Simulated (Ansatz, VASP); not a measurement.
MgO in VASP and in Ansatz

```xyz
6
Lattice="2.8214 0.0000 0.0000 0.0000 3.1847 0.0000 0.0000 0.0000 7.3582" Properties=species:S:1:pos:R:3 pbc="T T T"
Mg    1.4107    1.5923    1.3101
Mg    1.4107    1.5923    6.0481
Mg    0.0000    0.0000    3.6791
O     1.4107    0.0000    2.3690
O     0.0000    1.5923    0.0000
O     1.4107    0.0000    4.9892
```

Alike in both runs: task single point; functional PBE; k mesh 6 × 6 × 4; occupations gaussian, width 0.1 eV; no spin polarisation.

|  | VASP | Ansatz |
| --- | --- | --- |
| version | VASP 6.6.1 | Ansatz 0.2.0 |
| potentials or method | VASP PAW PBE potentials, release 64 (Mg, O) | scalar-relativistic, plane waves, PAW |
| plane-wave cutoff (eV) | 520 | 420 |
| valence electrons in the cell | 24 | 48 |

Ansatz gave:

- gap on the k mesh at the Fermi level (eV): 1.01
- least direct gap on the mesh (eV): 1.47
- pressure (GPa): 19.4
- largest component of the traceless stress (GPa): 8.53
- rms of the force components (eV/Å): 0.350

**Question.** What did VASP give for the same quantities?

**Answer.** gap on the k mesh at the Fermi level (eV): 0.95; least direct gap on the mesh (eV): 1.41; pressure (GPa): 19.2; largest component of the traceless stress (GPa): 8.62; rms of the force components (eV/Å): 0.361.

Atom by atom the forces differ by 0.011 eV/Å (rms over components). The functional is the same, so the differences come from potentials, cutoffs and numerics. The two sets of potentials don't hold the same shells in valence.

Caveats: so large a pressure means that the cell lies far from this level's equilibrium, or that cutoff or potentials fall short (VASP); forces of over 1 eV/Å show positions far from the minimum, so gaps and moduli don't describe the material at rest. A k mesh can miss the band edges. A hybrid or GW would open this gap; PBE tends to underestimate it.
